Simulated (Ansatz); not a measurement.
Consider the substitution at a C–C bond: `CCc1ncc[nH]1` + `OB(O)O` → `CCOB(O)O` + `c1c[nH]cn1`.

Computed with Ansatz on PBE0-D4/def2-TZVP structures; ΔE is electronic, products minus reactants. CCSD(T)/CBS is the MP2 limit (def2-TZVPP, def2-QZVPP) plus CCSD(T) − MP2 in def2-TZVPP, frozen cores. This one scheme is used for every species. DFT in def2-TZVPP. Each species was taken in one conformer, which may not be the lowest.

```csv
level,ΔE (kJ/mol),difference from CCSD(T)/CBS
PBE-D4,60.5,-2.0
r2SCAN-D4,59.2,-3.3
ωB97M-V,59.3,-3.2
PBE,57.3,-5.2
r2SCAN,58.1,-4.4
PBE0,60.2,-2.3
HF/def2-TZVPP,51.5,-11.0
MP2/def2-TZVPP,68.6,6.1
SCS-MP2/def2-TZVPP,62.5,0.0
CCSD/CBS(def2),61.5,-1.0
CCSD(T)/CBS,62.5,0
```

Largest T1 diagnostic among the species: 0.012.

The D4 term adds +4.8 kJ/mol with B3LYP and +2.9 kJ/mol with PBE0; it sums over pairs of atoms, weighted by their polarisabilities, and B3LYP, whose exchange is more repulsive, gets the larger term. In def2-TZVPP, CCSD(T) changes the Hartree–Fock value by +9.7 kJ/mol (the triples alone add +1.0 kJ/mol) and MP2 by +17.1 kJ/mol.

B3LYP here is the variant with VWN-RPA as its local correlation; programs differ in this.

CCSD(T)/CBS has its own doubt, a few kJ/mol and more with outer-core shells, so smaller differences from it don't rank the levels.
